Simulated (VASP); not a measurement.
Wanted: the native input for a VASP 6.6.1 run.

```
Task                   : single point
Functional             : PBE
Potentials or basis    : VASP PAW PBE potentials, release 64 (K_sv, F)
Cutoff                 : 520 eV
k mesh                 : 6 × 6 × 6
Occupations            : gaussian, width 0.01 eV
Spin                   : no spin polarisation
Dipole correction      : no
Further INCAR settings : ALGO = Fast; EDIFF = 1e-06; NBANDS = 15
```

The structure of KF (Carobbiite) lies in POSCAR:

```
KF
1.0
    0.0000000000      2.6718500000      2.6718500000
    2.6718500000      0.0000000000      2.6718500000
    2.6718500000      2.6718500000      0.0000000000
K F
1 1
Direct
    0.0000000000      0.0000000000      0.0000000000
    0.5000000000      0.5000000000      0.5000000000
```

These files were run (other wordings do the same):

INCAR

```
SYSTEM = KF
PREC     = Accurate       ! precision mode
ENCUT    = 520            ! plane-wave cutoff, eV
EDIFF    = 1E-6           ! SCF threshold, eV
ISMEAR   = 0              ! smearing method
SIGMA    = 0.01           ! smearing width, eV
LREAL    = .False.        ! projectors in reciprocal space
LASPH    = .True.         ! aspherical terms in the spheres
NELM     = 100            ! most SCF steps
ALGO     = Fast           ! electronic algorithm
ISIF     = 2              ! what is computed and relaxed
LWAVE    = .False.        ! write WAVECAR
LCHARG   = .False.        ! write CHGCAR
GGA      = PE             ! functional
NBANDS   = 15             ! bands
```

KPOINTS

```
Automatic mesh
0
Gamma
  6 6 6
  0 0 0
```

Potentials or basis: VASP PAW PBE potentials, release 64 (K_sv, F).

Run with:

```bash
$ cat potpaw_PBE.64/K_sv/POTCAR potpaw_PBE.64/F/POTCAR > POTCAR
$ mpirun -np 1 vasp_std > vasp.out
```

Results of the run:

```json
{
 "Pressure": "1.4 GPa",
 "Band gap on the k mesh": "6.17 eV, direct"
}
```

It took 6.6 s on 1 thread of Intel(R) Xeon(R) 6975P-C (Granite Rapids), with other jobs on the host, peak memory 0.15 GiB.
